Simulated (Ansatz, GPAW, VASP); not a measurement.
# One calculation of GaSb, 4 ways

```
Sb Ga
1.0
     0.00000    3.05900    3.05900
     3.05900    0.00000    3.05900
     3.05900    3.05900    0.00000
Sb Ga
1 1
Direct
  0.75000 0.75000 0.75000
  0.00000 0.00000 0.00000
```

Alike in all runs: task single point; functional PBE; k mesh 8 × 8 × 8; occupations gaussian, width 0.017 eV; no spin polarisation; no spin-orbit coupling. Pressure is positive in compression and, in plane waves, holds the error of the finite cutoff, which Ansatz's Pulay term estimates and takes out.

```tsv
program and potentials	plane-wave cutoff (eV)	notes	band gap (eV)	pressure (GPa)
Ansatz, Ansatz PAW	420	14 valence electrons an atom on average; Pulay term of +0.04 GPa included	0.03	2.29
Ansatz, all-electron LAPW, scalar-relativistic	-	-	0.04	2.30
GPAW, GPAW PAW data sets (gpaw-data 1.2.1)	600	9 valence electrons an atom on average	0.09	2.31
VASP, PBE PAW files Ga_d, Sb, 520 eV	520	9 valence electrons an atom on average	0.04	2.41
```

The band gap spans 0.03 (Ansatz, Ansatz PAW) to 0.09 eV (GPAW, GPAW PAW data sets (gpaw-data 1.2.1)), with all-electron results at 0.04. The pressure spans 2.29 (Ansatz, Ansatz PAW) to 2.41 GPa (VASP, PBE PAW files Ga_d, Sb, 520 eV), with all-electron results at 2.30. Spin-orbit coupling, left out here, moves the band edges of heavy atoms.

Differences between rows come from potentials, basis sets and numerical settings, since the functional is the same but for its coding. Runs on potential files found faulty are left out.

All four runs put GaSb at the edge of closing its gap, whereas the real compound is a semiconductor with a clearly open direct gap. The likely cause is the semilocal functional, which lacks the derivative discontinuity and places the antibonding, s-like conduction minimum at Γ too close to the p-like valence top. The positive pressure in every row shows that PBE favours a larger cell than this one, in line with its usual underbinding of heavier semiconductors. Since the s-like conduction edge falls quickly as the bonds lengthen, relaxing the cell would probably narrow the gap further or close it.

Agreement in one quantity doesn't carry over to the other: GPAW nearly matches the all-electron pressure but gives the widest gap, while VASP reproduces the all-electron gap of 0.04 eV but gives the highest pressure. The gap differences are small in energy, though large relative to the gap itself, so the calculation supports the consistency of the PBE description far better than any prediction of optical or transport behaviour.
